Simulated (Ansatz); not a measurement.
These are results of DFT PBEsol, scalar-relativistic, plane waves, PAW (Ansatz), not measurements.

Settings: cutoff 420 eV, Γ-centred mesh 12×12×12 on the computed 2-atom cell, Gaussian smearing of 0.05 eV; no spin polarisation.

Structure with the computed forces (eV/Å) in the last three columns:

```xyz
2
Lattice="0.0069 2.6984 2.7002 2.7091 -0.0150 2.7221 2.6885 2.6996 0.0057" Properties=species:S:1:pos:R:3:forces:R:3 pbc="T T T" pressure_GPa=7.10
Cd    0.0071    0.2089    0.1281    0.0020   -1.7600   -0.2770
S     2.6951    2.4826    2.5859   -0.0020    1.7600    0.2770
```

Stress tensor (GPa, compression positive):

```
-1.27 -0.01 -0.36
-0.01 18.10 -2.91
-0.36 -2.91  4.46
```

This rock-salt form isn't the usual stable structure of the compound.